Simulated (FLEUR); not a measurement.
CoO:

```
CELL_PARAMETERS angstrom
3.19765 0.00000 0.00000
-1.59882 2.76924 0.00000
0.00000 0.00000 5.22871
ATOMIC_POSITIONS crystal
Co 0.33333 0.66667 0.50336
Co 0.00000 0.00000 0.00347
O 0.33333 0.66667 0.87156
O 0.00000 0.00000 0.37161
```

Measurements of this composition are mostly on another form, of space group No. 225.

Base run:

| Item | Value |
| --- | --- |
| Program | FLEUR MaX-R8.1 (later development tree) |
| Functional | PBEsol |
| Potentials or basis | all-electron |
| Basis | FLAPW |
| Kmax | 5.19 1/bohr |
| k mesh | 8 × 8 × 4 |
| Occupations | fermi-dirac, width 0.05 eV |
| Spin | collinear spin, ferromagnetic start |
| Starting moments | [2.0, 2.0, 0.0, 0.0] μB |
| Hubbard terms | Co d U = 0.0 eV |

Its results: band gap on the k mesh none (metal or under the smearing width); net moment 5.80 μB per cell; site moments Co +2.41; O +0.31 μB.

Q: The run is repeated on the same cell with these changes: hubbard terms from Co d U = 0.0 eV to Co d U = 3 eV. What comes out?

A: Band gap on the k mesh 0.29 eV, direct; net moment 6.00 μB per cell; site moments Co +2.56; O +0.21 μB.

A k mesh can miss the band edges.

Not every run made on this cell is shown here.
